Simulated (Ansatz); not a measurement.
MoS2:

```
CELL_PARAMETERS angstrom
3.16900 0.00000 0.00000
-1.58450 2.74443 0.00000
0.00000 0.00000 12.32400
ATOMIC_POSITIONS crystal
Mo 0.66667 0.33333 0.75000
Mo 0.33333 0.66667 0.25000
S 0.66667 0.33333 0.37700
S 0.33333 0.66667 0.87700
S 0.66667 0.33333 0.12300
S 0.33333 0.66667 0.62300
```

| Quantity | Value |
| --- | --- |
| Program | Ansatz 0.2.0 |
| Task | relaxation of cell and atoms |
| Functional | PBE |
| Potentials or basis | all-electron LAPW, scalar-relativistic |
| Basis error allowed | 0.002 eV/atom |
| k mesh | 8 × 8 × 2 |
| Occupations | fermi-dirac, width 0.05 eV |
| Spin | no spin polarisation |

At the start: volume 17.86 Å³/atom.

**Question.** How do energy, volume and symmetry change on relaxing?

**Answer.** Over 11 steps the energy falls by 16.8 meV/atom and the volume is 21.50 Å³/atom (+20.4 %); space group P6_3/mmc (No. 194, to 0.05 Å).

Step by step:
| step | energy change (eV) | largest force (eV/Å) | volume (Å³) |
| --- | --- | --- | --- |
| 1 | 0.0000 | 0.0639 | 107.18 |
| 2 | -0.0416 | 0.3156 | 116.03 |
| 3 | -0.0805 | 0.0311 | 116.30 |
| 4 | -0.0898 | 0.0249 | 118.47 |
| 5 | -0.0967 | 0.0336 | 122.32 |
| 6 | -0.0982 | 0.0170 | 123.66 |
| 7 | -0.0999 | 0.0252 | 127.32 |
| 8 | -0.1000 | 0.0082 | 128.13 |
| 9 | -0.1001 | 0.0027 | 128.78 |
| 10 | -0.1001 | 0.0003 | 129.01 |
| 11 | -0.1008 | 0.0005 | 129.01 |

Final structure:
```
Mo S
1.0
     3.18564    0.00000    0.00000
    -1.59282    2.75885    0.00000
     0.00000    0.00000   14.67857
Mo S
2 4
Direct
  0.66667 0.33333 0.75000
  0.33333 0.66667 0.25000
  0.66667 0.33333 0.35645
  0.33333 0.66667 0.85645
  0.66667 0.33333 0.14355
  0.33333 0.66667 0.64355
```

Caveat: the volume moved by over 15 % at a fixed basis, so the end points are rough; this functional lacks dispersion, which binds the layers, so the pressure and a relaxed spacing across them are unreliable, and here the layers came unbound.
